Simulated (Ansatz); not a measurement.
# TiCo: the cost of one run

Method: DFT PBE, scalar-relativistic, plane waves, PAW, in Ansatz 0.2.0.

3 further runs of the same task are left out: 1 that didn't finish, 2 set aside as unsound or not needed.

## Step 1: Starting point

The structure is cubic, space group Pm-3m (No. 221). The conventional cell has a = 2.986 Å, b = 2.986 Å, c = 2.986 Å, α = 90.00°, β = 90.00°, γ = 90.00°. Ti (site symmetry m-3m) is surrounded by 8 Co at 2.59 Å. Around Co (site symmetry m-3m) lie 8 Ti at 2.59 Å.

As a file:

```xyz
2
Lattice="2.9856 0.0000 0.0000 0.0000 2.9856 0.0000 0.0000 0.0000 2.9856" Properties=species:S:1:pos:R:3 pbc="T T T"
Ti    0.0000    0.0000    0.0000
Co    1.4928    1.4928    1.4928
```

It goes back to an entry of the Materials Project, which need not be the stable form.

This cell was relaxed beforehand with the same method: volume 13.31 Å³/atom, gap on the mesh none (metal), site moments up to 1.0 μB.

## Step 2: Electronic structure at the relaxed geometry

Input file input.yaml:

```yaml
crystal:
  lattice:
    - [2.9855872876, 0.0, 0.0]
    - [0.0, 2.9855872876, 0.0]
    - [0.0, 0.0, 2.9855872876]
  atoms:
    - { symbol: Ti, position: [0.0, 0.0, 0.0] }
    - { symbol: Co, position: [0.5, 0.5, 0.5], spin: 1.09 }
basis:
  ecutwfc: 420
kpoints:
  mp_grid: { grid: [14, 14, 14] }
  band_path:
    path:
      - [[0.0, 0.0, 0.0], [0.0, 0.5, 0.0], [0.5, 0.5, 0.0], [0.0, 0.0, 0.0], [0.5, 0.5, 0.5], [0.0, 0.5, 0.0]]
      - [[0.5, 0.5, 0.5], [0.5, 0.5, 0.0]]
    npoints: 14
hamiltonian:
  xc: pbe
scf:
  occupations: { method: gaussian, width: 0.1 }
  n_extra_bands: 6
output:
  forces: true
  stress: true
  eigenvalues: true
  populations: true
  dos: { projected: true, de: 0.02, nscf_kmesh: { grid: [21, 21, 21] } }
  bader: true
  write_density: true
  write_potential: true
  elf: true
  volumetric_format: npy
magnetization:
  spin_polarized: true
checkpoint:
  read: start.run
  write: ck
  compress: false
  write_wavefunctions: false
  write_every: 100000
```

Run with:

```sh
> ansatz run input.yaml --threads 1 --pin off --max-ram 2560MiB --backend cpu --events-out ev --progress --plain --runs-dir out
```

What time and memory should one allow on 1 thread of AMD EPYC 9R45 (Zen 5), shared host?

About 13 s, with a peak of 0.48 GiB.
